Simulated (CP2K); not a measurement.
Write the native input for CP2K 2026.2 that does the following.

```yaml
Task: band structure
Functional: PBEsol
Potentials_or_basis: POTENTIAL_UZH Ba GTH-PBE-q10, Ti GTH-PBE-q12, O GTH-PBE-q6; TZVP-MOLOPT-PBE-GTH basis
Density_cutoff: 8163 eV
k_mesh: 7 × 7 × 7
Occupations: fermi-dirac, width 0.01 eV
Spin: no spin polarisation
SCF_solver: diagonalisation with k points
Quickstep_method: GPW
EPS_DEFAULT: 1.0E-10
EPS_SCF: 1.0E-6
MAX_SCF: 100
SCF_GUESS: ATOMIC
k_points_reduced_by_the_point_group: yes
Mesh_centred_on_Gamma: yes
CHOLESKY: OFF
EPS_EIGVAL: 1.0E-7
MIXING_METHOD: BROYDEN_MIXING
MIXING_ALPHA: 0.4
NBUFFER: 8
NGRIDS: 5
Basis_sets: Ba TZVP-MOLOPT-PBE-GTH-q10, Ti TZVP-MOLOPT-PBE-GTH-q12, O TZVP-MOLOPT-PBE-GTH-q6
Potentials: Ba GTH-PBE-q10 of POTENTIAL_UZH, Ti GTH-PBE-q12 of POTENTIAL_UZH, O GTH-PBE-q6 of POTENTIAL_UZH
ADDED_MOS: "[19]"
Points_a_segment_of_the_path_NPOINTS: 6
Bands_added_on_the_path: 4
MPI_ranks: 4
REL_CUTOFF_Ry: 60 Ry
MIXING_BETA_1/bohr: 1.5 1/bohr
CUTOFF_of_the_grids: 600 Ry
```

The system is BaTiO3.

```
Ba Ti O
1.0
     4.00600    0.00000    0.00000
     0.00000    4.00600    0.00000
     0.00000    0.00000    4.00600
Ba Ti O
1 1 3
Direct
  0.50000 0.50000 0.50000
  0.00000 0.00000 0.00000
  0.00000 0.00000 0.50000
  0.00000 0.50000 0.00000
  0.50000 0.00000 0.00000
```

One way to write it, as run:

batio3_bands.inp

```
&GLOBAL
  PROJECT batio3_bands
  RUN_TYPE ENERGY_FORCE
  PRINT_LEVEL LOW
&END GLOBAL
&FORCE_EVAL
  METHOD QS
  STRESS_TENSOR ANALYTICAL
  &DFT
    BASIS_SET_FILE_NAME BASIS_MOLOPT_UZH
    POTENTIAL_FILE_NAME POTENTIAL_UZH
    &MGRID
      CUTOFF 600
      REL_CUTOFF 60
      NGRIDS 5
    &END MGRID
    &QS
      METHOD GPW
      EPS_DEFAULT 1.0E-10
    &END QS
    &KPOINTS
      SCHEME MONKHORST-PACK 7 7 7
      GAMMA_CENTERED T
      SYMMETRY T
      SYMMETRY_BACKEND SPGLIB
    &END KPOINTS
    &SCF
      SCF_GUESS ATOMIC
      EPS_SCF 1.0E-6
      MAX_SCF 100
      ADDED_MOS 19
      CHOLESKY OFF
      EPS_EIGVAL 1.0E-7
      &DIAGONALIZATION ON
        ALGORITHM STANDARD
      &END DIAGONALIZATION
      &MIXING ON
        METHOD BROYDEN_MIXING
        ALPHA 0.4
        BETA 1.5
        NBUFFER 8
      &END MIXING
      &SMEAR ON
        METHOD FERMI_DIRAC
        ELECTRONIC_TEMPERATURE [K] 116.045
      &END SMEAR
    &END SCF
    &XC
      &XC_FUNCTIONAL
        &GGA_X_PBE_SOL
        &END GGA_X_PBE_SOL
        &GGA_C_PBE_SOL
        &END GGA_C_PBE_SOL
      &END XC_FUNCTIONAL
    &END XC
    &PRINT
      &KPOINTS ON
      &END KPOINTS
      &MULLIKEN ON
      &END MULLIKEN
      &MO ON
        ENERGIES T
        OCCUPATION_NUMBERS T
        &EACH
          QS_SCF 0
        &END EACH
        ADD_LAST NUMERIC
      &END MO
      &BAND_STRUCTURE
        FILE_NAME bands.bs
        ADDED_MOS 4
        &KPOINT_SET
          UNITS B_VECTOR
          NPOINTS 6
          SPECIAL_POINT GAMMA 0.00000000 0.00000000 0.00000000
          SPECIAL_POINT X 0.00000000 0.50000000 0.00000000
          SPECIAL_POINT M 0.50000000 0.50000000 0.00000000
          SPECIAL_POINT GAMMA 0.00000000 0.00000000 0.00000000
          SPECIAL_POINT R 0.50000000 0.50000000 0.50000000
          SPECIAL_POINT X 0.00000000 0.50000000 0.00000000
        &END KPOINT_SET
        &KPOINT_SET
          UNITS B_VECTOR
          NPOINTS 6
          SPECIAL_POINT M 0.50000000 0.50000000 0.00000000
          SPECIAL_POINT R 0.50000000 0.50000000 0.50000000
        &END KPOINT_SET
      &END BAND_STRUCTURE
    &END PRINT
  &END DFT
  &SUBSYS
    &CELL
      ABC 4.0060000000 4.0060000000 4.0060000000
      ALPHA_BETA_GAMMA 90.0000000000 90.0000000000 90.0000000000
      PERIODIC XYZ
    &END CELL
    &COORD
      Ba  2.0030000000 2.0030000000 2.0030000000
      Ti  0.0000000000 0.0000000000 0.0000000000
      O   0.0000000000 0.0000000000 2.0030000000
      O   0.0000000000 2.0030000000 0.0000000000
      O   2.0030000000 0.0000000000 0.0000000000
    &END COORD
    &KIND Ba
      BASIS_SET TZVP-MOLOPT-PBE-GTH-q10
      POTENTIAL GTH-PBE-q10
    &END KIND
    &KIND Ti
      BASIS_SET TZVP-MOLOPT-PBE-GTH-q12
      POTENTIAL GTH-PBE-q12
    &END KIND
    &KIND O
      BASIS_SET TZVP-MOLOPT-PBE-GTH-q6
      POTENTIAL GTH-PBE-q6
    &END KIND
    &PRINT
      &ATOMIC_COORDINATES ON
      &END ATOMIC_COORDINATES
      &CELL ON
      &END CELL
    &END PRINT
  &END SUBSYS
  &PRINT
    &FORCES ON
    &END FORCES
    &STRESS_TENSOR ON
    &END STRESS_TENSOR
  &END PRINT
&END FORCE_EVAL
```

Potentials or basis: POTENTIAL_UZH Ba GTH-PBE-q10, Ti GTH-PBE-q12, O GTH-PBE-q6; TZVP-MOLOPT-PBE-GTH basis.

Command:

```sh
$ OMP_NUM_THREADS=1 mpirun -n 4 cp2k.psmp -i batio3_bands.inp -o batio3_bands.out
```

Results of the run:

```json
{
  "Pressure": "-2.4 GPa",
  "Band gap along the path": "1.70 eV, indirect (least direct gap 1.83 eV)",
  "Mulliken charges": "Ba +1.62; Ti +1.24; O -0.96 e"
}
```

Caveat: Mulliken charges move with the basis; the potentials were made for another functional, which shifts forces and pressure; spin-orbit coupling is left out, which moves the levels of the heavy elements; the basis of atomic orbitals isn't converged, which shifts pressures, moduli and gaps.

Wall time 91 s on 4 MPI ranks on AMD EPYC 7R43 64-Core Processor (Zen 3), on a shared host.
